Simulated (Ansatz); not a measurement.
```xyz
10

C     1.1151   -0.3477    0.0143
C    -0.0590    0.0668   -0.8028
C    -0.8050    0.8083    0.2516
C    -0.2700   -0.5553    0.5207
H     1.6569   -1.2299   -0.3140
H     1.7382    0.4203    0.4747
H    -0.3782   -0.2633   -1.7777
H    -0.3326    1.6670    0.7306
H    -1.8796    0.8992    0.1230
H    -0.7858   -1.4653    0.7796
```

Total charge 0; spin multiplicity 1.

Q: List the ωB97M-V/def2-TZVPP orbital energies in eV (Ansatz 0.2.0). (Best estimate.)

A: Computed: Occupied: -281.75, -281.74, -281.69, -281.69, -28.58, -21.94, -18.77, -18.74, -17.05, -14.55, -14.31, -12.63, -11.50, -11.19, -9.28. Lowest empty: 3.29, 3.61, 3.77, 3.93, 4.50, 5.01, 5.55, 5.90.
